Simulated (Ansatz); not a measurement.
Convergence test, Ti2O

Computed with DFT r2SCAN, scalar-relativistic, plane waves, PAW (Ansatz).

```yaml
crystal:
  lattice:
    - [2.91940, 0.00000, 0.00000]
    - [-1.45970, 2.52827, 0.00000]
    - [0.00000, 0.00000, 4.71300]
  atoms:
    - { symbol: Ti, position: [0.66667, 0.33333, 0.27874] }
    - { symbol: Ti, position: [0.33333, 0.66667, 0.72126] }
    - { symbol: O, position: [0.00000, 0.00000, 0.00000] }
```

```
plane-wave cutoff : 500 eV
occupation rule   : Gaussian smearing, 0.1 eV
spin treatment    : unpolarised
```

The atoms are held and the k-point mesh is swept. Energies are extrapolated to zero smearing and count from the reference run, 30×30×16. The cell isn't necessarily relaxed at this level. The meshes are Γ-centred. Pressure is positive in compression.

Times are rough; the reference took 4.6 min on 1 thread of Intel(R) Xeon(R) Processor @ 2.50GHz (Skylake/Cascade Lake), on a shared host, peak memory 1.2 GiB.

```
    mesh  ΔE (meV/atom) P (GPa) largest change of a force component (eV/Å) irreducible points wall time (s)
   1×1×1              ?        ?                                           ?                   ?              ?
   3×3×2           27.0    10.15                                       0.111                   6            4.3
   6×6×2          -7.90     8.68                                       0.008                  14            5.2
   6×6×4           3.59     9.10                                       0.108                  24            6.8
 12×12×6           0.16     9.00                                       0.007                 100             20
 12×12×8          -0.22     9.02                                       0.000                 131             24
 18×18×8              ?        ?                                           ?                   ?              ?
18×18×10              ?        ?                                           ?                   ?              ?
24×24×12          -0.01     9.02                                       0.000                 667            110
24×24×14           0.03     9.02                                       0.000                 776            130
30×30×16           0.00     9.02                                       0.000                1344            270
```

Q: Fill in the withheld rows.

A: The withheld rows:

| mesh | ΔE (meV/atom) | P (GPa) | largest change of a force component (eV/Å) | irreducible points | wall time (s) |
| --- | --- | --- | --- | --- | --- |
| 1×1×1 | 1938 | 71.43 | 2.619 | 1 | 3.6 |
| 18×18×8 | -0.04 | 9.03 | 0.002 | 266 | 48 |
| 18×18×10 | 0.05 | 9.02 | 0.004 | 330 | 65 |